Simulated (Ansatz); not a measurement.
Reactions of `C=CC(C)CC`.

Program: Ansatz. Geometries: PBE0-D4/def2-TZVP. ΔE: electronic, gas phase. CBS: MP2 limit from def2 TZ/QZ plus the TZ coupled-cluster correction, frozen cores. This one scheme is used for every species, atoms too. DFT in def2-TZVPP. B3LYP here is the variant with VWN-RPA as its local correlation; programs differ in this. Open shells (•) are unrestricted, without spin–orbit coupling. Spin–orbit coupling would lower the free atoms: a little for C. Bonds to Br, Zn are less sure, by a few kJ/mol each and by 10 to 20 or more in all where they break to atoms, as the def2 sets lack core-valence functions. Scalar relativity is left out up to krypton. Each species was taken in one conformer, which may not be the lowest.

| reaction | B3LYP-D4 (eV) |
| --- | --- |
| `C=CC(C)CC` + H₂ → `CC` + `C=CCC` | -0.61 |
| `C=CC(C)CC` → `C=CCCC` + `[CH2]` (triplet) | 4.47 |
| `C=CC(C)CC` → 6 C• + 12 H• | 75.77 |
| `C=CC(C)CC` → `C=CCCCC` | 0.06 |
| `C=CC(C)CC` → `C/C=C(/C)CC` | -0.15 |
| `C=CC(C)CC` + `O[CH2][ZnH]` → `CO[CH2][ZnH]` + `C=CCCC` | 0.29 |
| `C=CC(C)CC` + H₂O → `CCC(C)O` + `C=C` | 0.42 |
| `C=CC(C)CC` → `C=C(CC)CC` | -0.07 |
| `C=CC(C)CC` + H₂ → `C=CC(C)C` + CH₄ | -0.72 |
| `C=CC(C)CC` + HBr → `CCC(C)Br` + `C=C` | 0.11 |

(1) Give the CCSD(T)/CBS values in the same order. (Estimate.)

Largest T1 diagnostic: 0.014, for `O[CH2][ZnH]`.

Results:

(1) Ansatz gave: -0.53, 4.58, 75.64, 0.07, -0.09, 0.36, 0.51, -0.04, -0.68, 0.11 eV.
